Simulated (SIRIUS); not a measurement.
A run of SIRIUS 7.12.0 is set up as follows.

sirius.json

```json
{
  "control": {
    "processing_unit": "cpu",
    "verbosity": 2,
    "num_bands_to_print": 15,
    "print_forces": true,
    "print_stress": true
  },
  "parameters": {
    "electronic_structure_method": "pseudopotential",
    "xc_functionals": ["XC_GGA_X_PW91", "XC_GGA_C_PW91"],
    "gk_cutoff": 9.2,
    "pw_cutoff": 18.4,
    "ngridk": [8, 8, 7],
    "shiftk": [0, 0, 0],
    "smearing": "fermi_dirac",
    "smearing_width": 0.0018374661,
    "num_bands": 15,
    "num_mag_dims": 0,
    "num_dft_iter": 100,
    "energy_tol": 1e-08,
    "density_tol": 1e-06
  },
  "iterative_solver": {
    "type": "davidson",
    "min_tolerance": 1e-10
  },
  "mixer": {
    "type": "anderson",
    "beta": 0.7,
    "max_history": 8
  },
  "settings": {
    "tol_ne": 1e-10,
    "pseudo_grid_cutoff": 6.5
  },
  "unit_cell": {
    "lattice_vectors": [
      [5.829805094471, 0.0, 0.0],
      [-2.914902547235, 5.048759310971, 0.0],
      [0.0, 0.0, 6.657505137057]
    ],
    "atom_coordinate_units": "lattice",
    "atom_types": ["Mg", "B"],
    "atom_files": {
      "B": "B.json",
      "Mg": "Mg.json"
    },
    "atoms": {
      "Mg": [
        [0.0, 0.0, 0.0]
      ],
      "B": [
        [0.6666666667, 0.3333333333, 0.5],
        [0.3333333333, 0.6666666667, 0.5]
      ]
    }
  }
}
```

Potentials or basis: PseudoDojo 0.4.1 PBE standard (scalar relativistic).

Launch:

```sh
$ upf_to_json B.upf
$ upf_to_json Mg.upf
$ OMP_NUM_THREADS=1 sirius.scf --input=sirius.json --output=out.json --task=0
```

Predict the band gap on the k mesh.

none (metal or under the smearing width).

What does it give for the pressure?

-0.6 GPa.

Stress tensor (GPa, compression positive):
```
-0.42  0.00  0.00
 0.00 -0.42  0.00
 0.00  0.00 -0.94
```

Caveat: the potentials were made for another functional, which shifts forces and pressure.
